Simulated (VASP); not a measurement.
# Zn (Im-3m) in VASP: notebook, part 2 of 2

VASP 6.6.1. The steps go on from the part before.

### Step 4. Equation of state, PBEsol, 15.14 Å³/atom (volume scaled by 0.98)

Contents of INCAR:

```
PREC = Accurate ; ENCUT = 520
EDIFF = 1E-7 ; ISMEAR = -1
SIGMA = 0.05 ; LREAL = False
LASPH = True ; NELM = 80
ALGO = Normal ; ISIF = 2
LWAVE = False ; LCHARG = False
GGA = PS ; NBANDS = 12
```

Contents of KPOINTS:

```
regular mesh
0
Gamma
  12 12 12
```

Contents of POSCAR:

```
Zn
1.0
   -1.5585062330      1.5585062330      1.5585062330
    1.5585062330     -1.5585062330      1.5585062330
    1.5585062330      1.5585062330     -1.5585062330
Zn
1
Direct
    0.0000000000      0.0000000000      0.0000000000
```

The run is started by

```
$ cat potpaw_PBE.64/Zn/POTCAR > POTCAR
$ mpirun -np 1 vasp_std > vasp.out
```

Run time: 13 s. Hardware: 1 thread of Intel Xeon Platinum 8375C at 2.90GHz (Ice Lake), shared host; peak memory 0.13 GiB.

Results (log left out):

| Property | Result |
| --- | --- |
| Free energy | -1.4780 eV |
| Pressure | -3.8 GPa |
| Band gap on the k mesh | none (metal or under the smearing width) |

Caveat: the PAW data sets were made with another functional, which shifts forces and pressure a little.

### Step 5. Equation of state, PBEsol, 15.76 Å³/atom (volume scaled by 1.02)

INCAR is that of step 4.

KPOINTS is that of step 4.

Contents of POSCAR:

```
Zn
1.0
   -1.5794282763      1.5794282763      1.5794282763
    1.5794282763     -1.5794282763      1.5794282763
    1.5794282763      1.5794282763     -1.5794282763
Zn
1
Direct
    0.0000000000      0.0000000000      0.0000000000
```

The run is started by

```
$ cat potpaw_PBE.64/Zn/POTCAR > POTCAR
$ mpirun -np 1 vasp_std > vasp.out
```

Run time: 14 s. Hardware: 1 thread of Intel Xeon Platinum 8375C at 2.90GHz (Ice Lake), shared host; peak memory 0.13 GiB.

It converged, with:

- Free energy: -1.4592 eV
- Pressure: -5.9 GPa
- Band gap on the k mesh: none (metal or under the smearing width)

Caveat: the PAW data sets were made with another functional, which shifts forces and pressure a little.

### Step 6. Equation of state, PBEsol, 16.07 Å³/atom (volume scaled by 1.04)

INCAR is that of step 5.

KPOINTS is that of step 5.

Contents of POSCAR:

```
Zn
1.0
   -1.5896845915      1.5896845915      1.5896845915
    1.5896845915     -1.5896845915      1.5896845915
    1.5896845915      1.5896845915     -1.5896845915
Zn
1
Direct
    0.0000000000      0.0000000000      0.0000000000
```

Potentials or basis: VASP PAW PBE potentials, release 64 (Zn).

The run is started by

```
$ cat potpaw_PBE.64/Zn/POTCAR > POTCAR
$ mpirun -np 1 vasp_std > vasp.out
```

Run time: 16 s. Hardware: 1 thread of Intel Xeon Platinum 8375C at 2.90GHz (Ice Lake), shared host; peak memory 0.13 GiB.

The run converged. Its results:

* Free energy: -1.4470 eV
* Pressure: -6.7 GPa
* Band gap on the k mesh: none (metal or under the smearing width)

Caveat: the PAW data sets were made with another functional, which shifts forces and pressure a little.

### Step 7. Equation of state, PBEsol, 16.38 Å³/atom (volume scaled by 1.06)

INCAR is that of step 6.

KPOINTS is that of step 6.

Contents of POSCAR:

```
Zn
1.0
   -1.5998102441      1.5998102441      1.5998102441
    1.5998102441     -1.5998102441      1.5998102441
    1.5998102441      1.5998102441     -1.5998102441
Zn
1
Direct
    0.0000000000      0.0000000000      0.0000000000
```

The run is started by

```
$ cat potpaw_PBE.64/Zn/POTCAR > POTCAR
$ mpirun -np 1 vasp_std > vasp.out
```

Run time: 18 s. Hardware: 1 thread of Intel Xeon Platinum 8375C at 2.90GHz (Ice Lake), shared host; peak memory 0.14 GiB.

Results (log left out):

```yaml
Free_energy: -1.4334 eV
Pressure: -7.5 GPa
Band_gap_on_the_k_mesh: none (metal or under the smearing width)
```

Caveat: the PAW data sets were made with another functional, which shifts forces and pressure a little.

### Step 8. Equation of state, PBEsol

Potentials or basis: VASP PAW PBE potentials, release 64 (Zn).

This step only gathers the single runs of the series.

Results:

```
Equilibrium volume : 14.33 Å³/atom (rough: see the caveat)
Bulk modulus       : 78 GPa (rough)
```

Energy against volume, from the lowest point:
```tsv
volume (Å³/atom)	energy (meV/atom)
14.524	0.00
14.833	3.45
15.142	9.51
15.451	17.87
15.760	28.27
16.069	40.45
16.378	54.11
```

Caveat: the minimum lies outside the volumes run; the PAW data sets were made with another functional, which shifts forces and pressure a little.

### Step 9. Equation of state, PBE, 14.52 Å³/atom (volume scaled by 0.94)

Contents of INCAR:

```
SYSTEM = Zn
  PREC = Accurate
  ENCUT = 520
  EDIFF = 1E-7
  ISMEAR = -1
  SIGMA = 0.05
  LREAL = .FALSE.
  LASPH = .TRUE.
  NELM = 60
  ALGO = Normal
  ISIF = 2
  LWAVE = .FALSE.
  LCHARG = .FALSE.
  GGA = PE
  NBANDS = 12
```

Contents of KPOINTS:

```
Automatic mesh
0
G
  12 12 12
  0 0 0
```

Contents of POSCAR:

```
Zn
1.0
   -1.5370068493      1.5370068493      1.5370068493
    1.5370068493     -1.5370068493      1.5370068493
    1.5370068493      1.5370068493     -1.5370068493
Zn
1
Direct
    0.0000000000      0.0000000000      0.0000000000
```

Potentials or basis: VASP PAW PBE potentials, release 64 (Zn).

The run is started by

```
$ cat potpaw_PBE.64/Zn/POTCAR > POTCAR
$ mpirun -np 1 vasp_std > vasp.out
```

It took 7.6 s on 1 thread of AMD EPYC 9R45 (Zen 5), shared host; peak memory 0.09 GiB.

It converged, with:

```
Free energy            : -1.0069 eV
Pressure               : 4.3 GPa
Band gap on the k mesh : none (metal or under the smearing width)
```

### Step 10. Equation of state, PBE, 14.83 Å³/atom (volume scaled by 0.96)

Contents of INCAR:

```
  PREC = Accurate
  ENCUT = 520
  EDIFF = 1E-7
  ISMEAR = -1
  SIGMA = 0.05
  LREAL = False
  LASPH = True
  NELM = 100
  ALGO = Normal
  ISIF = 2
  LWAVE = False
  LCHARG = False
  GGA = PE
  NBANDS = 12
```

Contents of KPOINTS:

```
regular mesh
0
Gamma
  12 12 12
```

Contents of POSCAR:

```
Zn
1.0
   -1.5478311978      1.5478311978      1.5478311978
    1.5478311978     -1.5478311978      1.5478311978
    1.5478311978      1.5478311978     -1.5478311978
Zn
1
Direct
    0.0000000000      0.0000000000      0.0000000000
```

The run is started by

```
$ cat potpaw_PBE.64/Zn/POTCAR > POTCAR
$ mpirun -np 1 vasp_std > vasp.out
```

Run time: 7.8 s. Hardware: 1 thread of AMD EPYC 9R45 (Zen 5), shared host; peak memory 0.09 GiB.

It converged, with:

| Property | Result |
| --- | --- |
| Free energy | -1.0137 eV |
| Pressure | 2.7 GPa |
| Band gap on the k mesh | none (metal or under the smearing width) |

### Step 11. Equation of state, PBE, 15.14 Å³/atom (volume scaled by 0.98)

Contents of INCAR:

```
SYSTEM = Zn
PREC = Accurate
ENCUT = 520
EDIFF = 1E-7
ISMEAR = -1
SIGMA = 0.05
LREAL = .False.
LASPH = .True.
NELM = 100
ALGO = Normal
ISIF = 2
LWAVE = .False.
LCHARG = .False.
GGA = PE
NBANDS = 12
```

Contents of KPOINTS:

```
regular mesh
0
Gamma
  12 12 12
  0 0 0
```

Contents of POSCAR:

```
Zn
1.0
   -1.5585062330      1.5585062330      1.5585062330
    1.5585062330     -1.5585062330      1.5585062330
    1.5585062330      1.5585062330     -1.5585062330
Zn
1
Direct
    0.0000000000      0.0000000000      0.0000000000
```

The run is started by

```
$ cat potpaw_PBE.64/Zn/POTCAR > POTCAR
$ mpirun -np 1 vasp_std > vasp.out
```

Wall time 6.5 s (1 thread of AMD EPYC 9R45 (Zen 5), shared host); peak memory 0.09 GiB.

It converged, with:

- Free energy: -1.0174 eV
- Pressure: 1.2 GPa
- Band gap on the k mesh: none (metal or under the smearing width)

### Step 12. Equation of state, PBE, 15.76 Å³/atom (volume scaled by 1.02)

Contents of INCAR:

```
SYSTEM = Zn
  PREC = Accurate
  ENCUT = 520
  EDIFF = 1E-7
  ISMEAR = -1
  SIGMA = 0.05
  LREAL = .False.
  LASPH = .True.
  NELM = 100
  ALGO = Normal
  ISIF = 2
  LWAVE = .False.
  LCHARG = .False.
  GGA = PE
  NBANDS = 12
```

Contents of KPOINTS:

```
Automatic mesh
0
Gamma
  12 12 12
  0 0 0
```

Contents of POSCAR:

```
Zn
1.0
   -1.5794282763      1.5794282763      1.5794282763
    1.5794282763     -1.5794282763      1.5794282763
    1.5794282763      1.5794282763     -1.5794282763
Zn
1
Direct
    0.0000000000      0.0000000000      0.0000000000
```

Potentials or basis: VASP PAW PBE potentials, release 64 (Zn).

The run is started by

```
$ cat potpaw_PBE.64/Zn/POTCAR > POTCAR
$ mpirun -np 1 vasp_std > vasp.out
```

Wall time 7.3 s (1 thread of AMD EPYC 9R45 (Zen 5), shared host); peak memory 0.09 GiB.

Results (log left out):

```yaml
Free_energy: -1.0172 eV
Pressure: -1.2 GPa
Band_gap_on_the_k_mesh: none (metal or under the smearing width)
```

### Step 13. Equation of state, PBE, 16.07 Å³/atom (volume scaled by 1.04)

Contents of INCAR:

```
PREC     = Accurate       # precision mode
ENCUT    = 520            # plane-wave cutoff, eV
EDIFF    = 1E-7           # SCF threshold, eV
ISMEAR   = -1             # smearing method
SIGMA    = 0.05           # smearing width, eV
LREAL    = F              # projectors in reciprocal space
LASPH    = T              # aspherical terms in the spheres
NELM     = 100            # most SCF steps
ALGO     = Normal         # electronic algorithm
ISIF     = 2              # what is computed and relaxed
LWAVE    = F              # write WAVECAR
LCHARG   = F              # write CHGCAR
GGA      = PE             # functional
NBANDS   = 12             # bands
```

Contents of KPOINTS:

```
Automatic mesh
0
Gamma
  12 12 12
```

Contents of POSCAR:

```
Zn
1.0
   -1.5896845915      1.5896845915      1.5896845915
    1.5896845915     -1.5896845915      1.5896845915
    1.5896845915      1.5896845915     -1.5896845915
Zn
1
Direct
    0.0000000000      0.0000000000      0.0000000000
```

The run is started by

```
$ cat potpaw_PBE.64/Zn/POTCAR > POTCAR
$ mpirun -np 1 vasp_std > vasp.out
```

Run time: 6.9 s. Hardware: 1 thread of AMD EPYC 9R45 (Zen 5), shared host; peak memory 0.09 GiB.

Results (log left out):

- Free energy: -1.0138 eV
- Pressure: -2.2 GPa
- Band gap on the k mesh: none (metal or under the smearing width)

### Step 14. Equation of state, PBE, 16.38 Å³/atom (volume scaled by 1.06)

Contents of INCAR:

```
PREC = Accurate
ENCUT = 520
EDIFF = 1E-7
ISMEAR = -1
SIGMA = 0.05
LREAL = False
LASPH = True
NELM = 80
ALGO = Normal
ISIF = 2
LWAVE = False
LCHARG = False
GGA = PE
NBANDS = 12
```

Contents of KPOINTS:

```
regular mesh
0
Gamma
  12 12 12
```

Contents of POSCAR:

```
Zn
1.0
   -1.5998102441      1.5998102441      1.5998102441
    1.5998102441     -1.5998102441      1.5998102441
    1.5998102441      1.5998102441     -1.5998102441
Zn
1
Direct
    0.0000000000      0.0000000000      0.0000000000
```

The run is started by

```
$ cat potpaw_PBE.64/Zn/POTCAR > POTCAR
$ mpirun -np 1 vasp_std > vasp.out
```

Run time: 9.2 s. Hardware: 1 thread of AMD EPYC 9R45 (Zen 5), shared host; peak memory 0.1 GiB.

The run converged. Its results:

```yaml
Free_energy: -1.0087 eV
Pressure: -3.1 GPa
Band_gap_on_the_k_mesh: none (metal or under the smearing width)
```

### Step 15. Equation of state, PBE

Potentials or basis: VASP PAW PBE potentials, release 64 (Zn).

No new run: the results of the series are fitted here.

What came out:

```yaml
Equilibrium_volume: 15.43 Å³/atom
Bulk_modulus: 61 GPa
Pressure_derivative_of_the_bulk_modulus: "5.1 (rough: it moves with the points fitted)"
```

Energy against volume, from the lowest point:
```csv
volume (Å³/atom),energy (meV/atom)
14.524,11.56
14.833,4.83
15.142,1.09
15.451,0.00
15.760,1.28
16.069,4.67
16.378,9.84
```
